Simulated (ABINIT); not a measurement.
# Sn (Fd-3m) in ABINIT: settings compared

Aim: see how the results for Sn move with the level of theory and the settings. Levels: PBE, BP86, LDA. Tasks: band structure, equation of state.

All numbers are computed with ABINIT 10.8.3 (patched build); they aren't measurements. Logs are shortened: lines on timing, memory, paths and dates and some standing lists are left out, and cuts for length are marked. The log counts tension as positive stress, the text compression.

**1. The structure**

It takes space group Fd-3m (No. 227, cubic). Conventional cell: a = 6.467 Å, b = 6.467 Å, c = 6.467 Å, α = 90.00°, β = 90.00°, γ = 90.00°. Around Sn (site symmetry -43m) lie 4 Sn at 2.80 Å.

This isn't the form of Sn at room conditions, which is tetragonal (white tin).

**2. Band structure, PBE**

The input, run.abi:

```
ndtset 2

pp_dirpath "./"
pseudos "Sn.GGA_PBE-JTH.xml"

acell 3*1.0
rprim
     0.0000000000     6.1101323590     6.1101323590
     6.1101323590     0.0000000000     6.1101323590
     6.1101323590     6.1101323590     0.0000000000
ntypat 1
znucl 50
natom 2
typat 1 1
xred
     0.7500000000     0.7500000000     0.7500000000
     0.5000000000     0.5000000000     0.5000000000

ecut 15.0
pawecutdg 30.0

ixc 11

occopt 3
tsmear 0.00183747

nstep 100

iomode 3
prtwf 0
prteig 0
prtebands 0
enunit 1
prtden1 1
prtvha1 1
prtvclmb1 1
prtpot1 1

kptopt1 1
ngkpt1 7 7 7
nshiftk1 1
shiftk1 0.0 0.0 0.0
nband1 18
tolvrs1 1.0e-9

iscf2 -2
getden2 1
nband2 22
nbdbuf2 2
tolwfr2 1.0e-12
kptopt2 -9
ndivsm2 8
prteig2 1
prtvol2 -3
kptbounds2
     0.0000000000     0.0000000000     0.0000000000
     0.5000000000     0.0000000000     0.5000000000
     0.5000000000     0.2500000000     0.7500000000
     0.3750000000     0.3750000000     0.7500000000
     0.0000000000     0.0000000000     0.0000000000
     0.5000000000     0.5000000000     0.5000000000
     0.6250000000     0.2500000000     0.6250000000
     0.5000000000     0.2500000000     0.7500000000
     0.5000000000     0.5000000000     0.5000000000
     0.3750000000     0.3750000000     0.7500000000
```

Potentials or basis: JTH PAW PBE v2.0.

Run with:

```bash
$ abinit run.abi > log 2>&1
```

run.abo:

```text
.Version 10.8.3 of ABINIT
 DATASET    1 : space group Fd -3 m (#227); Bravais cF (face-center cubic)
================================================================================
 Values of the parameters that define the memory need for DATASET  1.
     intxc =       0    ionmov =       0      iscf =      17    lmnmax =      18
     lnmax =       6     mgfft =      32  mpssoang =       3    mqgrid =    3001
     natom =       2  nloc_mem =       2    nspden =       1   nspinor =       1
    nsppol =       1      nsym =      48    n1xccc =       1    ntypat =       1
    occopt =       3   xclevel =       2
       mpw =        1283          nfft =       32768          nkpt =          20
 PAW method is used; the additional fine FFT grid is defined by:
   mgfftf=        45    nfftf =     91125
================================================================================
================================================================================

 DATASET    2 : space group Fd -3 m (#227); Bravais cF (face-center cubic)
================================================================================
 Values of the parameters that define the memory need for DATASET  2.
     intxc =       0    ionmov =       0      iscf =      -2    lmnmax =      18
     lnmax =       6     mgfft =      32  mpssoang =       3    mqgrid =    3001
     natom =       2  nloc_mem =       2    nspden =       1   nspinor =       1
    nsppol =       1      nsym =      48    n1xccc =       1    ntypat =       1
    occopt =       3   xclevel =       2
       mpw =        1303          nfft =       32768          nkpt =         139
 PAW method is used; the additional fine FFT grid is defined by:
   mgfftf=        45    nfftf =     91125
================================================================================
================================================================================

--------------------------------------------------------------------------------
------------- Echo of variables that govern the present computation ------------
--------------------------------------------------------------------------------
 -outvars: echo values of preprocessed input variables --------
            acell      1.0000000000E+00  1.0000000000E+00  1.0000000000E+00 Bohr
              amu      1.18710000E+02
             ecut      1.50000000E+01 Hartree
           enunit           1
           getden1          0
           getden2          1
             iscf1         17
             iscf2         -2
              ixc          11
           jdtset        1    2
           kptopt1          1
           kptopt2         -9
         kptrlatt        7    0    0      0    7    0      0    0    7
          kptrlen1     6.04872243E+01
          kptrlen2     3.00000000E+01
            natom           2
            nband1         18
            nband2         22
           nbdbuf1          0
           nbdbuf2          2
           ndtset           2
           ndivsm1          0
           ndivsm2          8
            ngfft          32      32      32
          ngfftdg          45      45      45
             nkpt1         20
             nkpt2        139
            nstep         100
             nsym          48
           ntypat           1
           occopt           3
        pawecutdg      3.00000000E+01 Hartree
         pawxcdev           0
        prtebands           0
           prteig1          0
           prteig2          1
           prtpot1          1
           prtpot2          0
         prtvclmb1          1
         prtvclmb2          0
           prtvha1          1
           prtvha2          0
           prtvol1          0
           prtvol2         -3
            prtwf           0
            rprim      0.0000000000E+00  6.1101323590E+00  6.1101323590E+00
                       6.1101323590E+00  0.0000000000E+00  6.1101323590E+00
                       6.1101323590E+00  6.1101323590E+00  0.0000000000E+00
           shiftk1     0.00000000E+00  0.00000000E+00  0.00000000E+00
           shiftk2     5.00000000E-01  5.00000000E-01  5.00000000E-01
          spgroup         227
           tolvrs1     1.00000000E-09
           tolvrs2     0.00000000E+00
           tolwfr1     0.00000000E+00
           tolwfr2     1.00000000E-12
           tsmear      1.83747000E-03 Hartree
            typat      1  1
           useylm           1
           xangst      4.8500141967E+00  4.8500141967E+00  4.8500141967E+00
                       3.2333427978E+00  3.2333427978E+00  3.2333427978E+00
[... 212 lines left out ...]

 Exchange-correlation functional for the present dataset will be:
  GGA: Perdew-Burke-Ernzerhof functional - ixc=11
  J.P.Perdew, K.Burke, M.Ernzerhof, PRL 77, 3865 (1996)

 Real(R)+Recip(G) space primitive vectors, cartesian coordinates (Bohr,Bohr^-1):
 R(1)=  0.0000000  6.1101324  6.1101324  G(1)= -0.0818313  0.0818313  0.0818313
 R(2)=  6.1101324  0.0000000  6.1101324  G(2)=  0.0818313 -0.0818313  0.0818313
 R(3)=  6.1101324  6.1101324  0.0000000  G(3)=  0.0818313  0.0818313 -0.0818313
 Unit cell volume ucvol=  4.5622791E+02 bohr^3
 Angles (23,13,12)=  6.00000000E+01  6.00000000E+01  6.00000000E+01 degrees

 Coarse grid specifications (used for wave-functions):

 getcut: wavevector=  0.0000  0.0000  0.0000  ngfft=  32  32  32
         ecut(hartree)=     15.000   => boxcut(ratio)=   2.12409

 Fine grid specifications (used for densities):

 getcut: wavevector=  0.0000  0.0000  0.0000  ngfft=  45  45  45
         ecut(hartree)=     30.000   => boxcut(ratio)=   2.06520
--------------------------------------------------------------------------------

================================================================================
 Non-SCF case, kpt    1 (  0.00000  0.00000  0.00000), residuals and eigenvalues=
  6.23E-13  3.40E-13  3.82E-13  4.52E-13  5.94E-13  3.01E-13  4.71E-13  2.96E-13
  7.11E-13  7.87E-13  2.56E-13  1.34E-13  7.93E-14  2.52E-13  1.01E-13  4.26E-13
  3.11E-13  8.63E-13  6.76E-13  9.19E-13  2.62E-12  8.71E-13
 -6.3184E-01 -6.3184E-01 -6.3184E-01 -6.2968E-01 -6.2968E-01 -6.1791E-01
 -6.1791E-01 -6.1791E-01 -6.1762E-01 -6.1762E-01 -2.2760E-01  1.4342E-01
  1.6866E-01  1.6866E-01  1.6866E-01  2.4485E-01  2.4485E-01  2.4485E-01
  3.4990E-01  4.5901E-01  4.5901E-01  4.7220E-01
 Non-SCF case, kpt    2 (  0.02174  0.00000  0.02174), residuals and eigenvalues=
  1.34E-13  5.58E-13  5.02E-13  7.08E-13  4.16E-13  9.79E-13  5.07E-13  2.72E-13
  7.60E-13  5.18E-13  3.92E-13  5.22E-13  1.69E-13  6.15E-13  8.00E-13  8.76E-13
[... 1087 lines left out ...]
  3.27E-13  4.76E-13  9.11E-13  5.64E-13  5.11E-13  9.92E-13  4.88E-13  6.54E-13
  4.56E-13  7.15E-13  8.48E-13  8.37E-13  4.36E-07  3.77E-06
 -6.3463E-01 -6.3379E-01 -6.2870E-01 -6.2513E-01 -6.2439E-01 -6.2379E-01
 -6.2302E-01 -6.2044E-01 -6.1499E-01 -6.1417E-01 -1.3075E-01 -9.1067E-02
  3.8462E-02  8.8834E-02  2.0729E-01  2.9997E-01  3.7042E-01  3.8058E-01
  4.1241E-01  4.5737E-01  5.6292E-01  5.8142E-01
 Non-SCF case, kpt  139 (  0.37500  0.37500  0.75000), residuals and eigenvalues=
  5.49E-13  6.38E-13  5.14E-13  9.24E-13  5.76E-13  5.97E-13  8.41E-13  5.20E-13
  5.57E-13  6.45E-13  7.43E-13  3.83E-13  6.24E-13  6.58E-13  6.98E-13  6.04E-13
  6.37E-13  5.30E-13  3.10E-13  7.37E-13  9.62E-08  2.65E-06
 -6.3461E-01 -6.3380E-01 -6.2867E-01 -6.2552E-01 -6.2421E-01 -6.2344E-01
 -6.2317E-01 -6.2046E-01 -6.1498E-01 -6.1419E-01 -1.2750E-01 -9.4545E-02
  3.9501E-02  8.6787E-02  2.0576E-01  2.8971E-01  3.7861E-01  3.8761E-01
  4.1627E-01  4.6179E-01  5.6804E-01  5.8520E-01

--- !ResultsGS
iteration_state: {dtset: 2, }
comment   : Summary of ground state results
lattice_vectors:
- [  0.0000000,   6.1101324,   6.1101324, ]
- [  6.1101324,   0.0000000,   6.1101324, ]
- [  6.1101324,   6.1101324,   0.0000000, ]
lattice_lengths: [   8.64103,    8.64103,    8.64103, ]
lattice_angles: [ 60.000,  60.000,  60.000, ] # degrees, (23, 13, 12)
lattice_volume:   4.5622791E+02
convergence: {deltae:  0.000E+00, res2:  0.000E+00, residm:  9.999E-13, diffor:  0.000E+00, }
etotal    :  -1.39421384E+02
entropy   :   0.00000000E+00
fermie    :   1.64404394E-01
cartesian_stress_tensor: null
pressure_GPa: null
xred      :
- [  7.5000E-01,   7.5000E-01,   7.5000E-01, Sn]
- [  5.0000E-01,   5.0000E-01,   5.0000E-01, Sn]
cartesian_forces: null
force_length_stats: {min: null, max: null, mean: null, }
...

 Integrated electronic density in atomic spheres:
 ------------------------------------------------
 Atom  Sphere_radius  Integrated_density
    1        2.51086         11.99983661
    2        2.51086         12.04223975

================================================================================

 ----iterations are completed or convergence reached----

 Mean square residual over all n,k,spin=   52.726E-14; max=  99.987E-14
 reduced coordinates (array xred) for    2 atoms
       0.750000000000      0.750000000000      0.750000000000
       0.500000000000      0.500000000000      0.500000000000

 cartesian coordinates (angstrom) at end:
    1      4.85001419668538     4.85001419668538     4.85001419668538
    2      3.23334279779025     3.23334279779025     3.23334279779025
 length scales=  1.000000000000  1.000000000000  1.000000000000 bohr
              =  0.529177210544  0.529177210544  0.529177210544 angstroms
 Eigenvalues (   eV  ) for nkpt= 139  k points:
 kpt#   1, nband= 22, wtk=  1.00000, kpt=  0.0000  0.0000  0.0000 (reduced coord)
 -17.19327  -17.19327  -17.19327  -17.13444  -17.13444  -16.81407  -16.81407  -16.81407
 -16.80626  -16.80626   -6.19329    3.90258    4.58951    4.58951    4.58951    6.66264
   6.66264    6.66264    9.52125   12.49019   12.49019   12.84919
 kpt#   2, nband= 22, wtk=  1.00000, kpt=  0.0217  0.0000  0.0217 (reduced coord)
 -17.19377  -17.19356  -17.19356  -17.13405  -17.13320  -16.81949  -16.81366  -16.81366
 -16.80664  -16.80174   -6.18709    3.76053    4.55621    4.55621    4.72894    6.64117
   6.70359    6.70359    9.55716   12.25007   12.49544   12.86146
 kpt#   3, nband= 22, wtk=  1.00000, kpt=  0.0435  0.0000  0.0435 (reduced coord)
 -17.19513  -17.19447  -17.19447  -17.13288  -17.12966  -16.82838  -16.81247  -16.81247
 -16.80776  -16.79561   -6.16849    3.47793    4.46358    4.46358    5.00309    6.58003
   6.81914    6.81914    9.66156   11.88726   12.51127   12.89819
 kpt#   4, nband= 22, wtk=  1.00000, kpt=  0.0652  0.0000  0.0652 (reduced coord)
 -17.19699  -17.19588  -17.19588  -17.13094  -17.12418  -16.83832  -16.81049  -16.81049
 -16.80963  -16.79017   -6.13751    3.15927    4.32795    4.32795    5.30559    6.48744
   6.99290    6.99290    9.82613   11.52092   12.53762   12.95949
 kpt#   5, nband= 22, wtk=  1.00000, kpt=  0.0870  0.0000  0.0870 (reduced coord)
[... 525 lines left out ...]
 -16.73666  -16.71390   -3.79815   -2.23956    1.09694    2.55837    5.74464    8.65636
   9.49520    9.85448   11.30807   12.38463   14.45026   15.79883
 kpt# 137, nband= 22, wtk=  1.00000, kpt=  0.3929  0.3929  0.7143 (reduced coord)
 -17.26925  -17.24588  -17.10957  -17.00014  -16.99804  -16.98341  -16.94638  -16.88148
 -16.73555  -16.71280   -3.67440   -2.35881    1.05257    2.48323    5.69021    8.43626
   9.77451   10.11985   11.23538   12.38952   14.91790   15.82141
 kpt# 138, nband= 22, wtk=  1.00000, kpt=  0.3839  0.3839  0.7321 (reduced coord)
 -17.26929  -17.24635  -17.10769  -17.01067  -16.99044  -16.97418  -16.95324  -16.88300
 -16.73483  -16.71249   -3.55793   -2.47806    1.04660    2.41729    5.64067    8.16263
  10.07959   10.35602   11.22230   12.44557   15.31783   15.82128
 kpt# 139, nband= 22, wtk=  1.00000, kpt=  0.3750  0.3750  0.7500 (reduced coord)
 -17.26865  -17.24647  -17.10697  -17.02118  -16.98562  -16.96461  -16.95729  -16.88360
 -16.73455  -16.71294   -3.46933   -2.57269    1.07487    2.36160    5.59894    7.88341
  10.30260   10.54734   11.32732   12.56604   15.45718   15.92421

== END DATASET(S) ==============================================================
================================================================================

 -outvars: echo values of variables after computation  --------
            acell      1.0000000000E+00  1.0000000000E+00  1.0000000000E+00 Bohr
           etotal1    -1.3942138388E+02
            fcart1     1.0135760814E-27  1.4542613342E-27 -4.6271951542E-27
                      -1.0135760814E-27 -1.4542613342E-27  4.6271951542E-27
            rprim      0.0000000000E+00  6.1101323590E+00  6.1101323590E+00
                       6.1101323590E+00  0.0000000000E+00  6.1101323590E+00
                       6.1101323590E+00  6.1101323590E+00  0.0000000000E+00
           strten1    -1.2685656461E-04 -1.2685656461E-04 -1.2685656461E-04
                       0.0000000000E+00  0.0000000000E+00  0.0000000000E+00
           xangst      4.8500141967E+00  4.8500141967E+00  4.8500141967E+00
                       3.2333427978E+00  3.2333427978E+00  3.2333427978E+00
             xred      7.5000000000E-01  7.5000000000E-01  7.5000000000E-01
                       5.0000000000E-01  5.0000000000E-01  5.0000000000E-01
 Calculation completed.
```

Run time: 87 s. Hardware: 1 thread of Arm Neoverse V1, shared host; peak memory 0.16 GiB.

What came out:

| Item | Value |
| --- | --- |
| Free energy | -3793.8491 eV |
| Band gap on the k mesh | none (metal or under the smearing width) |
| Valence electrons inside the program's atomic spheres | Sn 12.00, 12.04 (radii [1.3287] Å) |

Levels at the corners of the path, in eV from the Fermi level:
```
point  band 12  band 13  band 14  band 15  band 16  band 17
    Γ    -0.57     0.12     0.12     0.12     2.19     2.19
    X    -7.54    -2.48    -2.48     0.84     0.84     7.82
    W    -7.47    -3.06    -3.06     3.48     3.48     4.08
    K    -7.05    -3.40    -2.11     1.13     3.41     5.83
    Γ    -0.57     0.12     0.12     0.12     2.19     2.19
    L    -6.32    -1.11    -1.11     0.03     3.27     3.27
    U    -7.05    -3.40    -2.11     1.13     3.41     5.83
    W    -7.47    -3.06    -3.06     3.48     3.48     4.08
    L    -6.32    -1.11    -1.11     0.03     3.27     3.27
    K    -7.05    -3.40    -2.11     1.13     3.41     5.83
```

Caveat: the cutoff is too short for stress, so the log's stress isn't used; spin-orbit coupling is left out, which moves the levels of the heavy elements.

(Part 1 of 2 ends here.)
